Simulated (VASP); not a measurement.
Wanted: the native input for a VASP 6.6.1 run.

```
Task                   : relaxation of the atoms
Functional             : PBE
Potentials or basis    : VASP PAW PBE potentials, release 64 (B_s, P)
Cutoff                 : 300 eV
k mesh                 : 5 × 5 × 5
Occupations            : gaussian, width 0.03 eV
Spin                   : no spin polarisation
Further INCAR settings : ALGO = Fast; EDIFF = 1e-07; IBRION = 2; EDIFFG = -0.01; NSW = 40
```

The structure of BP lies in POSCAR:

```
BP                                      
1.0
    0.0000000000      2.2731187676      2.2731187676
    2.2731187676      0.0000000000      2.2731187676
    2.2731187676      2.2731187676      0.0000000000
  B               P             
     1     1
Direct
     0.0000000000000000    0.0000000000000000    0.0000000000000000
     0.2500000000000000    0.2500000000000000    0.2500000000000000
```

The input as run:

INCAR

```
  PREC = Accurate
  ENCUT = 300
  EDIFF = 1E-7
  ISMEAR = 0
  SIGMA = 0.03
  LREAL = F
  LASPH = T
  NELM = 80
  ALGO = Fast
  ISIF = 2
  LWAVE = F
  LCHARG = F
  GGA = PE
  IBRION = 2
  NSW = 40
  EDIFFG = -0.01
```

KPOINTS

```
regular mesh
0
Gamma
  5 5 5
```

Potentials or basis: VASP PAW PBE potentials, release 64 (B_s, P).

Run with:

```console
$ cat potpaw_PBE.64/B_s/POTCAR potpaw_PBE.64/P/POTCAR > POTCAR
$ mpirun -np 1 vasp_std > vasp.out
```

It gave:

```yaml
Band_gap_on_the_k_mesh: 1.24 eV, indirect (least direct gap 3.39 eV)
```

Caveat: the k mesh is coarse (spacing up to 0.48 Å⁻¹), so the values aren't converged; the relaxation stopped at its first step, so nothing moved; an odd mesh through Γ misses points on the zone boundary, where band edges often lie.

Wall time 3.4 s on 1 thread of Intel(R) Xeon(R) Platinum 8488C (Sapphire Rapids), on a shared host, peak memory 0.11 GiB.
